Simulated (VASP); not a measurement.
# MgO (P6_3mc) in VASP: a series of runs, part 2 of 2

VASP 6.6.1. The steps go on from the part before.

**3. Single point, PBEsol (all Mg atoms moved -0.100 Å, as atom 1 along Cartesian [0 0 1])**

Contents of INCAR:

```
SYSTEM = MgO
PREC = Accurate
ENCUT = 520
EDIFF = 1E-6
ISMEAR = 0
SIGMA = 0.05
LREAL = .False.
LASPH = .True.
NELM = 100
ALGO = Normal
ISIF = 2
LWAVE = .False.
LCHARG = .True.
GGA = PS
LELF = .True.
LVHAR = .True.
NBANDS = 16
```

Contents of KPOINTS:

```
regular mesh
0
Gamma
  9 9 6
  0 0 0
```

Contents of POSCAR:

```
MgO
1.0
    3.3077869865      0.0000000000      0.0000000000
   -1.6538934933      2.8646275606      0.0000000000
    0.0000000000      0.0000000000      4.9828816700
Mg O
2 2
Direct
    0.3333333333      0.6666666667     -0.0179089686
    0.6666666667      0.3333333333      0.4820910314
    0.3333333333      0.6666666667      0.4024402600
    0.6666666667      0.3333333333      0.9024402600
```

Potentials or basis: VASP PAW PBE potentials, release 64 (Mg, O).

The run is started by

```sh
$ cat potpaw_PBE.64/Mg/POTCAR potpaw_PBE.64/O/POTCAR > POTCAR
$ mpirun -np 1 vasp_std > vasp.out
```

OUTCAR:

```text
SYSTEM = MgO
   PREC = Accurate
   ENCUT = 520
   EDIFF = 1E-6
   ISMEAR = 0
   LREAL = .False.
   LASPH = .True.
   NELM = 100
   ISIF = 2
   GGA = PS

 ion  position               nearest neighbor table
   1  0.333  0.667  0.982-   4 1.95   4 1.95   4 1.95   3 2.09   2 3.14   2 3.14   2 3.14   2 3.14
                             2 3.14   2 3.14
   2  0.667  0.333  0.482-   3 1.95   3 1.95   3 1.95   4 2.09   1 3.14   1 3.14   1 3.14   1 3.14
                             1 3.14   1 3.14
   3  0.333  0.667  0.402-   2 1.95   2 1.95   2 1.95   1 2.09
   4  0.667  0.333  0.902-   1 1.95   1 1.95   1 1.95   2 2.09

  LATTYP: Found a hexagonal cell.
 ALAT       =     3.3077869865
 C/A-ratio  =     1.5064094787

  Lattice vectors:

 A1 = (   3.3077869865,   0.0000000000,   0.0000000000)
 A2 = (  -1.6538934933,   2.8646275606,   0.0000000000)
 A3 = (   0.0000000000,   0.0000000000,   4.9828816700)

Analysis of symmetry for initial positions (statically):
=====================================================================
 Subroutine PRICEL returns:
 Original cell was already a primitive cell.

 Routine SETGRP: Setting up the symmetry group for a
 hexagonal supercell.

 Subroutine GETGRP returns: Found 12 space group operations
 (whereof  6 operations were pure point group operations)
 out of a pool of 24 trial point group operations.

The static configuration has the point symmetry C_3v.
 The point group associated with its full space group is C_6v.

Analysis of symmetry for dynamics (positions and initial velocities):
=====================================================================
 Subroutine PRICEL returns:
 Original cell was already a primitive cell.

 Routine SETGRP: Setting up the symmetry group for a
 hexagonal supercell.

 Subroutine GETGRP returns: Found 12 space group operations
 (whereof  6 operations were pure point group operations)
 out of a pool of 24 trial point group operations.

The dynamic configuration has the point symmetry C_3v.
 The point group associated with its full space group is C_6v.

 Subroutine INISYM returns: Found 12 space group operations
 (whereof  6 operations are pure point group operations),
 and found     1 'primitive' translations

----------------------------------------------------------------------------------------

                                     Primitive cell

  volume of cell :      47.2157

  direct lattice vectors                    reciprocal lattice vectors
     3.307786987  0.000000000  0.000000000     0.302316928  0.174542760  0.000000000
    -1.653893493  2.864627561  0.000000000     0.000000000  0.349085519  0.000000000
     0.000000000  0.000000000  4.982881670     0.000000000  0.000000000  0.200687086

  length of vectors
     3.307786987  3.307786987  4.982881670     0.349085519  0.349085519  0.200687086

  position of ions in fractional coordinates (direct lattice)
     0.333333333  0.666666667  0.982091031
     0.666666667  0.333333333  0.482091031
     0.333333333  0.666666667  0.402440260
     0.666666667  0.333333333  0.902440260

  ion indices of the primitive-cell ions
   primitive index   ion index
                 1           1
                 2           2
                 3           3
                 4           4

----------------------------------------------------------------------------------------

 KPOINTS: regular mesh

Automatic generation of k-mesh.
 Grid dimensions read from file:
 generate k-points for:    9    9    6

 Generating k-lattice:

  Cartesian coordinates                     Fractional coordinates (reciprocal lattice)
     0.033590770  0.019393640  0.000000000     0.111111111 -0.000000000  0.000000000
     0.000000000  0.038787280  0.000000000     0.000000000  0.111111111  0.000000000
     0.000000000  0.000000000  0.033447848     0.000000000  0.000000000  0.166666667

  Length of vectors
     0.038787280  0.038787280  0.033447848

  Shift w.r.t. Gamma in fractional coordinates (k-lattice)
     0.000000000  0.000000000  0.000000000

 Subroutine IBZKPT returns following result:
 ===========================================

 Found     48 irreducible k-points:

 Following reciprocal coordinates:
            Coordinates               Weight
  0.000000  0.000000  0.000000      1.000000
  0.111111  0.000000  0.000000      6.000000
  0.222222  0.000000  0.000000      6.000000
  0.333333  0.000000  0.000000      6.000000
  0.444444  0.000000  0.000000      6.000000
  0.111111  0.111111  0.000000      6.000000
[... 16 lines left out ...]
  0.333333  0.222222  0.166667     24.000000
  0.333333  0.333333  0.166667      4.000000
 [... further k-points ...]
   k-points           NKPTS =     48   k-points in BZ     NKDIM =     48   number of bands    NBANDS=     16
   number of dos      NEDOS =    301   number of ions     NIONS =      4
   total plane-waves  NPLWV =  31360
   dimension x,y,z NGX =    28 NGY =   28 NGZ =   40
   dimension x,y,z NGXF=    56 NGYF=   56 NGZF=   80
   ions per type =               2   2
   NGX,Y,Z   is equivalent  to a cutoff of  14.07, 14.07, 13.35 a.u.
   NGXF,Y,Z  is equivalent  to a cutoff of  28.15, 28.15, 26.69 a.u.
 SYSTEM =  MgO
   PREC   = accura    normal or accurate (medium, high low for compatibility)
   ISTART =      0    job   : 0-new  1-cont  2-samecut
   ICHARG =      2    charge: 1-file 2-atom 10-const
   ISPIN  =      1    spin polarized calculation?
   LNONCOLLINEAR =      F non collinear calculations
   LSORBIT =      F    spin-orbit coupling
   LASPH  =      T    aspherical Exc in radial PAW
   ENCUT  =  520.0 eV  38.22 Ry    6.18 a.u.   6.15  6.15  9.26*2*pi/ulx,y,z
   NELM   =    100;   NELMIN=  2; NELMDL= -5     # of ELM steps
   EDIFF  = 0.1E-05   stopping-criterion for ELM
[... 8 lines left out ...]
   TEBEG  =    0.0;   TEEND  =   0.0 temperature during run
   PSTRESS=    0.0 pullay stress
   NELECT =      16.0000    total number of electrons
   NUPDOWN=      -1.0000    fix difference up-down
   EMIN   =  10.00;   EMAX   =-10.00  energy-range for DOS
[... 5 lines left out ...]
     AMIX     =   0.40;   BMIX     =  1.00
     AMIX_MAG =   1.60;   BMIX_MAG =  1.00
  volume/ion in A,a.u.               =      11.80        79.66
  Fermi-wavevector in a.u.,A,eV,Ry     =   1.141351  2.156842 17.724080  1.302683
  Thomas-Fermi vector in A             =   2.278052
   LORBIT       =      0    0 simple, 1 ext, 2 COOP (PROOUT), +10 PAW based schemes
   GGA     = PS    functional components
[... 5 lines left out ...]
 non-spin polarized calculation
 Gauss-broadening in eV      SIGMA  =   0.05
  energy-cutoff  :      520.00
  volume of cell :       47.22
 maximum number of plane-waves:      1303
 NGX is ok and might be reduce to    28
   NGX = 13   NGY = 13   NGZ = 19

 number of electron      15.9999997 magnetization

 Free energy of the ion-electron system (eV)
  ---------------------------------------------------
  ext. energy  EPLUGINS =         0.00000000
  ---------------------------------------------------
  free energy    TOTEN  =       -24.49726072 eV

  energy without entropy =      -24.49726072  energy(sigma->0) =      -24.49726072

 E-fermi :   1.4430     XC(G=0):  -9.9838

 val. band max:        1.1781424327   @ k =   0.0000   0.0000   0.0000
 cond. band min:       4.3712580160   @ k =   0.0000   0.0000   0.0000
 fundamental gap:      3.1931155833
 Fermi energy:         1.4429534423

 k-point     1 :       0.0000    0.0000    0.0000
  band No.  band energies     occupation
      1     -15.1595      2.00000
      2     -14.3277      2.00000
      3      -2.2936      2.00000
      4       0.1840      2.00000
      5       0.1840      2.00000
      6       0.5448      2.00000
[... 8 lines left out ...]
     15      17.3143      0.00000
     16      17.3143      0.00000

 k-point     2 :       0.1111    0.0000    0.0000
  band No.  band energies     occupation
      1     -15.0960      2.00000
      2     -14.3063      2.00000
      3      -2.1723      2.00000
      4      -0.1122      2.00000
      5       0.1050      2.00000
      6       0.1772      2.00000
[... 8 lines left out ...]
     15      16.9151      0.00000
     16      17.1872      0.00000
[... 387 lines left out ...]
      5      -0.8942      2.00000
      6      -0.2247      2.00000
[... 8 lines left out ...]
     15      14.2883      0.00000
     16      17.3716      0.00000

 k-point    24 :       0.3333    0.3333    0.1667
  band No.  band energies     occupation
      1     -14.3164      2.00000
      2     -14.3164      2.00000
      3      -1.7317      2.00000
      4      -1.1957      2.00000
      5      -1.1957      2.00000
      6      -0.4075      2.00000
[... 8 lines left out ...]
     15      14.1783      0.00000
     16      18.3290      0.00000

 [... further k-points ...]
[... 5 lines left out ...]
  --------------------------------------------------------------------------------------
  -------------------------------------------------------------------------------------
  Total        0.8418537      0.8418537     -1.7394947     -0.0000000      0.0000000      0.0000000
  in kB       28.5667561     28.5667561    -59.0265532     -0.0000000      0.0000000      0.0000000
  external PRESSURE =      -0.6310137 kB  Pullay stress =       0.0000000 kB

 VOLUME and BASIS-vectors are now :
 -----------------------------------------------------------------------------
  energy-cutoff  :      520.00
  volume of cell :       47.22
      direct lattice vectors                 reciprocal lattice vectors
     3.307786987  0.000000000  0.000000000     0.302316928  0.174542760  0.000000000
    -1.653893493  2.864627561  0.000000000     0.000000000  0.349085519  0.000000000
     0.000000000  0.000000000  4.982881670     0.000000000  0.000000000  0.200687086

 POSITION                                       TOTAL-FORCE (eV/Angst)
 -----------------------------------------------------------------------------------
     -0.00000      1.90975      4.89364        -0.000000     -0.000000      0.456191
      1.65389      0.95488      2.40220         0.000000      0.000000      0.456191
     -0.00000      1.90975      2.00531        -0.000000     -0.000000     -0.456191
      1.65389      0.95488      4.49675         0.000000      0.000000     -0.456191
 -----------------------------------------------------------------------------------
    total drift:                               -0.000000     -0.000000      0.000460

  FREE ENERGIE OF THE ION-ELECTRON SYSTEM (eV)
  ---------------------------------------------------
  free  energy   TOTEN  =       -24.4972607247 eV

  energy  without entropy=      -24.4972607247  energy(sigma->0) =      -24.49726072
```

stdout:

```text
POSCAR found type information on POSCAR MgO
 POSCAR found :  2 types and       4 ions
 scaLAPACK will be used
 -----------------------------------------------------------------------------
|                                                                             |
|                                                                             |
|     You enforced a specific xc type in the INCAR file but a different       |
|     I HOPE YOU KNOW WHAT YOU ARE DOING!                                     |
|                                                                             |
 -----------------------------------------------------------------------------

 LDA part: xc-table for (Slater+PW92), standard interpolation
 POSCAR, INCAR and KPOINTS ok, starting setup
 FFT: planning ... GRIDC
 FFT: planning ... GRID_SOFT
 FFT: planning ... GRID
 WAVECAR not read
 entering main loop
```

Wall time 71 s (1 thread of Intel Xeon Platinum 8175M at 2.50GHz (Skylake/Cascade Lake), shared host); peak memory 0.19 GiB.

Results:

```
Free energy            : -24.4973 eV
Pressure               : -0.1 GPa
Largest force          : 0.456 eV/Å
Band gap on the k mesh : 3.19 eV, direct
```

Forces on the atoms (eV/Å):
```
Mg   0.000  0.000  0.456
Mg   0.000  0.000  0.456
O    0.000  0.000 -0.456
O    0.000  0.000 -0.456
```

Levels at points of the mesh, in eV from the valence-band top:
```
           k point  band 6  band 7  band 8  band 9  band 10  band 11
(0.00, 0.00, 0.00)   -0.63   -0.63    0.00    3.19     8.43    10.10
(0.00, 0.00, 0.50)   -0.82   -0.82   -0.82    5.82     5.82    12.93
```

Caveat: the PAW data sets were made with another functional, which shifts forces and pressure a little; an odd mesh through Γ misses points on the zone boundary, where band edges often lie.
